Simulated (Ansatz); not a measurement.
Reaction (substitution at a C–C bond): `CCCCSCC` + H₂S → `CCCS` + `CCSC`

Program: Ansatz. Geometries: PBE0-D4/def2-TZVP. ΔE: electronic, gas phase. CCSD(T)/CBS adds triple-zeta CCSD(T) − MP2 to the extrapolated MP2 energy (def2 sets, frozen cores). This one scheme is used for every species. DFT in def2-TZVPP. One conformer a species, not always the lowest.

CCSD(T)/CBS gives +2.8 kcal/mol.

Problem. Another level gave +2.3 kcal/mol. Which?
A. CCSD/def2-TZVPP
B. B97M-V/def2-TZVPP
C. BLYP/def2-TZVPP
D. HF/def2-TZVPP

Solution. B. B97M-V 2.3, BLYP -0.4, HF/def2-TZVPP 0.9, CCSD/def2-TZVPP 3.3 kcal/mol.

Largest T1 diagnostic among the species: 0.009.

From BLYP to BHLYP (50 % exact exchange), in def2-TZVPP and without D4, ΔE moves by +1.5 kcal/mol. The D4 term adds +1.5 kcal/mol with B3LYP and +1.0 kcal/mol with PBE0; it sums over pairs of atoms, weighted by their polarisabilities, and B3LYP, whose exchange is more repulsive, gets the larger term.

CCSD(T)/CBS has its own doubt, a few kJ/mol and more with outer-core shells, so smaller differences from it don't rank the levels.

B3LYP here is the variant with VWN-RPA as its local correlation; programs differ in this.
